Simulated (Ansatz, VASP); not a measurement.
## WS2: VASP beside Ansatz

```xyz
6
Lattice="3.1832 0.0000 0.0000 -1.5916 2.7567 0.0000 0.0000 0.0000 23.6688" Properties=species:S:1:pos:R:3 pbc="T T T"
W     1.5916    0.9189    8.5842
W     0.0000    1.8378   15.0845
S     1.5916    0.9189   16.6435
S     0.0000    1.8378   10.1434
S     1.5916    0.9189   13.5253
S     0.0000    1.8378    7.0253
```

Alike in both runs: task single point; functional PBE; k mesh 10 × 10 × 2; occupations fermi-dirac, width 0.05 eV; no spin polarisation.

```csv
,VASP,Ansatz
version,VASP 6.6.1,Ansatz 0.2.0
potentials or method,"VASP PAW PBE potentials, release 64 (W_sv, S)",Ansatz PAW
plane-wave cutoff (eV),520,420
valence electrons in the cell,52,52
```

VASP gave:

| Item | Value |
| --- | --- |
| gap on the k mesh at the Fermi level (eV) | 1.68 |
| least direct gap on the mesh (eV) | 2.13 |
| rms of the force components (eV/Å) | 0.119 |

Q: Which values does Ansatz return?

A: gap on the k mesh at the Fermi level (eV): 1.67; least direct gap on the mesh (eV): 2.13; rms of the force components (eV/Å): 0.118.

Atom by atom the forces differ by 0.001 eV/Å (rms over components).

Caveats: spin-orbit coupling is left out, which moves the levels of the heavy elements. Expect the measured gap to be larger: semilocal functionals such as PBE lack the derivative discontinuity.
